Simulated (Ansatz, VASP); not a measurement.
**NaCl in VASP and in Ansatz**

Contents of POSCAR:

```
NaCl
1.0
    0.0000000000      3.1478229199      3.1478229199
    3.1478229199      0.0000000000      3.1478229199
    3.1478229199      3.1478229199      0.0000000000
Na Cl
1 1
Direct
    0.0000000000      0.0000000000      0.0000000000
    0.2500000000      0.2500000000      0.2500000000
```

The input INCAR.step1:

```
PREC = Accurate
ENCUT = 520
ISMEAR = 0
SIGMA = 0.01
LREAL = F
LASPH = T
NELM = 60
NBANDS = 14
GGA = PE
ALGO = Normal
EDIFF = 1E-4
LWAVE = T
LCHARG = F
```

INCAR.step2

```
PREC = Accurate
ENCUT = 520
EDIFF = 1E-6
ISMEAR = 0
SIGMA = 0.01
LREAL = F
LASPH = T
NELM = 60
ALGO = Normal
ISIF = 2
LWAVE = F
LCHARG = F
METAGGA = R2SCAN
LMIXTAU = T
NBANDS = 14
ISTART = 1
```

File KPOINTS:

```
Automatic mesh
0
Gamma
  6 6 6
```

Input for Ansatz:

```yaml
crystal:
  lattice:
    - [0.0, 3.1478229199, 3.1478229199]
    - [3.1478229199, 0.0, 3.1478229199]
    - [3.1478229199, 3.1478229199, 0.0]
  atoms:
    - { symbol: Na, position: [0.0, 0.0, 0.0] }
    - { symbol: Cl, position: [0.25, 0.25, 0.25] }
kpoints:
  mp_grid: { grid: [6, 6, 6] }
hamiltonian:
  xc: r2scan
scf:
  occupations: { method: fixed }
  n_extra_bands: 4
output:
  forces: true
  stress: true
  eigenvalues: true
```

Alike in both runs: task single point; functional r2SCAN; k mesh 6 × 6 × 6; no spin polarisation.

|  | VASP | Ansatz |
| --- | --- | --- |
| version | VASP 6.6.1 | Ansatz 0.2.0 |
| potentials or method | VASP PAW PBE potentials, release 64 (Na_pv, Cl) | plane waves, PAW |
| plane-wave cutoff (eV) | 520 | 500 |
| occupations | gaussian, width 0.01 eV | fixed |
| valence electrons in the cell | 14 | 16 |

```tsv
	VASP	Ansatz	Ansatz less VASP
gap on the k mesh at the Fermi level (eV)	5.43	5.42	-0.014
pressure (GPa)	-1.1	-0.9	+0.12
```

The two sets of potentials don't hold the same shells in valence.

Caveats: the PAW data sets were made with another functional, which shifts forces and pressure a little (VASP). r2SCAN opens gaps a little over a GGA but as a rule still falls short of measured ones.
